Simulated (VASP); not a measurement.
**Li: single point with LDA**

Crystal: Li.

```
Li
1.0
     2.99710    0.00000    0.00000
    -1.49855    2.59556    0.00000
     0.00000    0.00000    9.76035
Li
4
Direct
  0.00000 0.00000 0.00000
  0.00000 0.00000 0.50000
  0.33333 0.66667 0.25000
  0.66667 0.33333 0.75000
```

This isn't the form of Li at room conditions, which is bcc.

```json
{"Program": "VASP 6.6.1", "Task": "single point", "Functional": "LDA", "Potentials or basis": "VASP PAW LDA potentials, release 64 (Li_sv)", "Cutoff": "520 eV", "k mesh": "16 × 16 × 5", "Occupations": "fermi-dirac, width 0.1 eV", "Spin": "no spin polarisation"}
```

The band gap on the k mesh is none (metal or under the smearing width).

Levels at points of the mesh, in eV from the Fermi level:
| k point | band 4 | band 5 | band 6 | band 7 | band 8 | band 9 |
| --- | --- | --- | --- | --- | --- | --- |
| (0.00, 0.00, 0.00) | -45.49 | -3.57 | -2.45 | -2.45 | -0.03 | 3.22 |
| (0.50, 0.00, 0.00) | -45.48 | -0.08 | 0.52 | 0.68 | 1.31 | 3.61 |

Run time: 27 s on 1 thread of Intel(R) Xeon(R) 6975P-C (Granite Rapids), with other jobs on the host, peak memory 0.19 GiB.
